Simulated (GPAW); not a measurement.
The system is FeO.

```
Fe O
1.0
     2.68236   -1.52443    0.00000
     2.68236    1.52443    0.00000
    -0.23431    0.00000    5.26945
Fe O
2 2
Direct
  0.00000 0.00000 0.50000
  0.00000 0.00000 0.00000
  0.33547 0.33547 0.74430
  0.66453 0.66453 0.25570
```

The cell comes from a database or a generator and needn't be the stable form of this composition.

Base run:

- Program: GPAW 26.7.0
- Functional: PBEsol
- Potentials or basis: PAW data sets generated in the run's folder for this functional
- Cutoff: 800 eV
- Basis: pw
- k mesh: 7 × 7 × 4
- Occupations: fermi-dirac, width 0.05 eV
- Spin: collinear spin, ferromagnetic start
- Starting moments: [3.0, 3.0, 0.0, 0.0] μB

Its results: pressure -16.2 GPa; net moment 8.01 μB per cell; site moments Fe +3.53, +3.49; O +0.25 μB; largest force 0.184 eV/Å.

Task: The run is repeated on the same cell with these changes: functional from PBEsol to LDA; potentials or basis from PAW data sets generated in the run's folder for this functional to the program's PAW data sets (release 1.2.1) made for this functional. What comes out?

Result: Pressure -23.5 GPa; net moment 8.01 μB per cell; site moments Fe +3.50, +3.47; O +0.26 μB; largest force 0.178 eV/Å.

Caveats: only a ferromagnetic start was run, and an antiferromagnetic order may lie lower in energy.
